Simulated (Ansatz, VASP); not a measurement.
Two plane-wave programs on CsH

INCAR

```
PREC = Accurate ; ENCUT = 520
EDIFF = 1E-6 ; ISMEAR = -1
SIGMA = 0.05 ; LREAL = False
LASPH = True ; NELM = 60
ALGO = Normal ; ISIF = 2
LWAVE = False ; LCHARG = True
LELF = True ; LVHAR = True
NBANDS = 12
```

Contents of KPOINTS:

```
Automatic mesh
0
Gamma
  12 12 12
```

File POSCAR:

```
CsH
1.0
    0.0000000000      2.3005375600      2.3005375600
    2.3005375600      0.0000000000      2.3005375600
    2.3005375600      2.3005375600      0.0000000000
Cs H
1 1
Direct
    0.0000000000      0.0000000000      0.0000000000
    0.5000000000      0.5000000000      0.5000000000
```

Input for Ansatz:

```yaml
crystal:
  lattice:
    - [0.0, 2.30053756, 2.30053756]
    - [2.30053756, 0.0, 2.30053756]
    - [2.30053756, 2.30053756, 0.0]
  atoms:
    - { symbol: Cs, position: [0.0, 0.0, 0.0] }
    - { symbol: H, position: [0.5, 0.5, 0.5] }
kpoints:
  mp_grid: { grid: [12, 12, 12] }
  band_path:
    path:
      - [0.0, 0.0, 0.0]
      - [0.5, 0.0, 0.5]
      - [0.625, 0.25, 0.625]
      - [0.375, 0.375, 0.75]
      - [0.0, 0.0, 0.0]
      - [0.5, 0.5, 0.5]
      - [0.5, 0.25, 0.75]
      - [0.5, 0.0, 0.5]
    npoints: 8
scf:
  occupations: { method: fermi_dirac, width: 0.05 }
hamiltonian:
  xc: lda
  pseudopotentials: { kind: paw }
output:
  forces: true
  stress: true
  eigenvalues: true
  populations: true
  dos: { projected: true, de: 0.2, e_range: [-14, 8] }
```

Change from the starting cell: volume scaled by 0.43, PAW files.

Alike in both runs: task single point; functional LDA; k mesh 12 × 12 × 12; occupations fermi-dirac, width 0.05 eV; no spin polarisation.

|  | VASP | Ansatz |
| --- | --- | --- |
| version | VASP 6.6.1 | Ansatz 0.2.0 |
| potentials or method | VASP PAW LDA potentials, release 64 (Cs_sv, H) | PAW with Ansatz's default frozen-core files, scalar-relativistic |
| plane-wave cutoff (eV) | 520 | 420 |
| valence electrons in the cell | 10 | 10 |

Ansatz gave:

```
pressure (GPa) : 51.1
```

**Question.** Which values does VASP return?

**Answer.** Pressure (GPa): 55.7.

Caveats: so large a pressure means that the cell lies far from this level's equilibrium, or that cutoff or potentials fall short (VASP). The runs have no spin-orbit coupling, so splittings on Cs are missing.
